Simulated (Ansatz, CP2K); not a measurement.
Given: the input of a run of CP2K 2026.2 on SnO2 (Cassiterite). 

The input sno2_vcrelax.inp:

```
&GLOBAL
  PROJECT sno2_vcrelax
  RUN_TYPE CELL_OPT
  PRINT_LEVEL LOW
&END GLOBAL
&FORCE_EVAL
  METHOD QS
  STRESS_TENSOR ANALYTICAL
  &DFT
    BASIS_SET_FILE_NAME BASIS_MOLOPT_UZH
    POTENTIAL_FILE_NAME GTH_POTENTIALS
    &MGRID
      CUTOFF 600
      REL_CUTOFF 60
      NGRIDS 5
    &END MGRID
    &QS
      METHOD GPW
      EPS_DEFAULT 1.0E-10
      EXTRAPOLATION USE_PREV_P
    &END QS
    &KPOINTS
      SCHEME MONKHORST-PACK 6 6 8
      GAMMA_CENTERED T
    &END KPOINTS
    &SCF
      SCF_GUESS ATOMIC
      EPS_SCF 1.0E-6
      MAX_SCF 100
      ADDED_MOS 18
      CHOLESKY OFF
      EPS_EIGVAL 1.0E-7
      &DIAGONALIZATION ON
        ALGORITHM STANDARD
      &END DIAGONALIZATION
      &MIXING ON
        METHOD BROYDEN_MIXING
        ALPHA 0.4
        BETA 1.5
        NBUFFER 8
      &END MIXING
      &SMEAR ON
        METHOD FERMI_DIRAC
        ELECTRONIC_TEMPERATURE [K] 580.226
      &END SMEAR
    &END SCF
    &XC
      &XC_FUNCTIONAL
        &LDA_X
        &END LDA_X
        &LDA_C_PW
        &END LDA_C_PW
      &END XC_FUNCTIONAL
    &END XC
    &PRINT
      &KPOINTS ON
      &END KPOINTS
      &MULLIKEN ON
        &EACH
          CELL_OPT 0
        &END EACH
        ADD_LAST NUMERIC
      &END MULLIKEN
      &MO ON
        ENERGIES T
        OCCUPATION_NUMBERS T
        &EACH
          QS_SCF 0
          CELL_OPT 0
        &END EACH
        ADD_LAST NUMERIC
      &END MO
    &END PRINT
  &END DFT
  &SUBSYS
    &CELL
      ABC 4.7380000000 4.7380000000 3.1865000000
      ALPHA_BETA_GAMMA 90.0000000000 90.0000000000 90.0000000000
      PERIODIC XYZ
    &END CELL
    &COORD
      Sn  2.3690000000 2.3690000000 1.5932500000
      Sn  0.0000000000 0.0000000000 0.0000000000
      O   3.8240398000 0.9139602000 1.5932500000
      O   3.2829602000 3.2829602000 0.0000000000
      O   0.9139602000 3.8240398000 1.5932500000
      O   1.4550398000 1.4550398000 0.0000000000
    &END COORD
    &KIND Sn
      BASIS_SET TZVP-MOLOPT-PBE-GTH-q4
      POTENTIAL GTH-PADE-q4
    &END KIND
    &KIND O
      BASIS_SET TZVP-MOLOPT-PBE-GTH-q6
      POTENTIAL GTH-PADE-q6
    &END KIND
    &PRINT
      &ATOMIC_COORDINATES ON
      &END ATOMIC_COORDINATES
      &CELL ON
      &END CELL
    &END PRINT
  &END SUBSYS
  &PRINT
    &FORCES ON
    &END FORCES
    &STRESS_TENSOR ON
    &END STRESS_TENSOR
  &END PRINT
&END FORCE_EVAL
&MOTION
  &CELL_OPT
    OPTIMIZER BFGS
    MAX_ITER 40
    MAX_FORCE [eV*angstrom^-1] 0.05
    RMS_FORCE [eV*angstrom^-1] 0.05
    MAX_DR 1.0E-2
    RMS_DR 1.0E-2
    EXTERNAL_PRESSURE [bar] 0.0
    PRESSURE_TOLERANCE [bar] 300
    KEEP_SPACE_GROUP T
  &END CELL_OPT
  &PRINT
    &TRAJECTORY ON
    &END TRAJECTORY
    &CELL ON
    &END CELL
    &FORCES ON
    &END FORCES
    &STRESS ON
    &END STRESS
    &RESTART OFF
    &END RESTART
    &RESTART_HISTORY OFF
    &END RESTART_HISTORY
  &END PRINT
&END MOTION
```

Potentials or basis: GTH_POTENTIALS Sn GTH-PADE-q4, O GTH-PADE-q6; TZVP-MOLOPT-PBE-GTH basis.

Launch:

```console
$ OMP_NUM_THREADS=1 cp2k.psmp -i sno2_vcrelax.inp -o sno2_vcrelax.out
```

Problem. What does the same run look like in Ansatz 0.2.0? Potentials or basis there: Ansatz PAW, cutoff 420 eV.

Solution. As run (cutoffs and basis follow the program's own potentials, and thresholds, step limits or extra output files can differ):

The input input.yaml:

```yaml
crystal:
  lattice:
    - [4.738, 0.0, 0.0]
    - [0.0, 4.738, 0.0]
    - [0.0, 0.0, 3.1865]
  atoms:
    - { symbol: Sn, position: [0.5, 0.5, 0.5] }
    - { symbol: Sn, position: [0.0, 0.0, 0.0] }
    - { symbol: O, position: [0.8071, 0.1929, 0.5] }
    - { symbol: O, position: [0.6929, 0.6929, 0.0] }
    - { symbol: O, position: [0.1929, 0.8071, 0.5] }
    - { symbol: O, position: [0.3071, 0.3071, 0.0] }
hamiltonian:
  xc: lda
  pseudopotentials: { kind: paw }
kpoints:
  mp_grid: { grid: [6, 6, 8] }
scf:
  occupations: { method: fermi_dirac, width: 0.05 }
output:
  forces: true
  stress: true
relax:
  f_tol: 0.01
  max_steps: 40
  cell: { stress_tol: 0.05 }
```

Potentials or basis: Ansatz PAW.

Command:

```bash
$ ansatz run input.yaml --threads 2 --pin off --max-ram 5632MiB --backend cpu --events-out ev --progress --plain --runs-dir out
```

Both were run:

|  | CP2K | Ansatz |
| --- | --- | --- |
| Relaxed volume | 11.72 Å³/atom | 11.86 Å³/atom |
| Relaxed cell | a = 4.691 Å, b = 4.691 Å, c = 3.195 Å, α = 90.00°, β = 90.00°, γ = 90.00° | a = 4.722 Å, b = 4.722 Å, c = 3.190 Å, α = 90.00°, β = 90.00°, γ = 90.00° |
| Space group after relaxing | P4_2/mnm (No. 136) | P4_2/mnm (No. 136) |
| Pressure after relaxing | 0.0 GPa | 0.0 GPa |

Ansatz's pressure holds a Pulay term of +1.11 GPa for its cutoff of 420 eV, which the other run lacks.

The potentials hold 32 and 52 valence electrons a cell.

Ansatz's potentials were made for PBE.

Where Ansatz's input types no cutoff or centring, it takes its own default and a Γ-centred mesh.

The two programs' LDA may be different fits to the electron gas.

Pressure is positive in compression.
